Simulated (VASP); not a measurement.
## From VASP inputs to Ansatz: Si (diamond)

INCAR

```
METAGGA = R2SCAN
LWAVE = .FALSE.
NSW = 0
EDIFF = 1E-7
ISMEAR = 0
PREC = Accurate
ALGO = Normal
ISIF = 2
ENCUT = 520
IBRION = -1
SIGMA = 0.01
LCHARG = .FALSE.
LREAL = .FALSE.
NBANDS = 11
LASPH = .TRUE.
NELM = 120
```

KPOINTS

```
KPOINTS created by Atomic Simulation Environment
0
Gamma
8 8 8
0 0 0
```

KPOINTS_OPT

```
special points
7
Reciprocal
0.0000000000 0.0000000000 0.0000000000 1
0.5000000000 0.0000000000 0.5000000000 1
0.6250000000 0.2500000000 0.6250000000 1
0.3750000000 0.3750000000 0.7500000000 1
0.5000000000 0.5000000000 0.5000000000 1
0.5000000000 0.2500000000 0.7500000000 1
0.0000000000 0.4192710000 0.4192710000 1
```

POSCAR

```
Si
 1.0000000000000000
     0.0000000000000000    2.7221188956232685    2.7221188956232685
     2.7221188956232685    0.0000000000000000    2.7221188956232685
     2.7221188956232685    2.7221188956232685    0.0000000000000000
 Si
   2
Cartesian
  0.0000000000000000 -0.0000000000000000  0.0000000000000000
  1.3610594478116342  1.3610594478116342  1.3610594478116342
```

VASP ran with the recommended PBE PAW datasets (8 valence electrons in the cell).

Translate these files to an Ansatz input.



```yaml
crystal:
  lattice:
    - [0.0, 2.7221188956, 2.7221188956]
    - [2.7221188956, 0.0, 2.7221188956]
    - [2.7221188956, 2.7221188956, 0.0]
  atoms:
    - { symbol: Si, position: [0.0, 0.0, 0.0] }
    - { symbol: Si, position: [0.25, 0.25, 0.25] }
kpoints:
  mp_grid: { grid: [8, 8, 8] }
  band_path:
    path:
      - [0.0, 0.0, 0.0]
      - [0.5, 0.0, 0.5]
      - [0.625, 0.25, 0.625]
      - [0.375, 0.375, 0.75]
      - [0.5, 0.5, 0.5]
      - [0.5, 0.25, 0.75]
      - [0.0, 0.419271, 0.419271]
    npoints: 1
hamiltonian:
  xc: r2scan
scf:
  occupations: { method: fixed }
  n_extra_bands: 4
output:
  forces: true
  stress: true
  eigenvalues: true
```

Other inputs would serve too.

```tsv
	VASP	Ansatz
gap between bands v and c	0.78 eV	0.77 eV
least direct gap	2.75 eV	2.74 eV
pressure	-0.2 GPa	0.0 GPa
```

The two codes use different PAW datasets and cutoffs. VASP's cell holds 8 valence electrons and Ansatz's 8. Ansatz's stress includes a Pulay correction; VASP's doesn't.
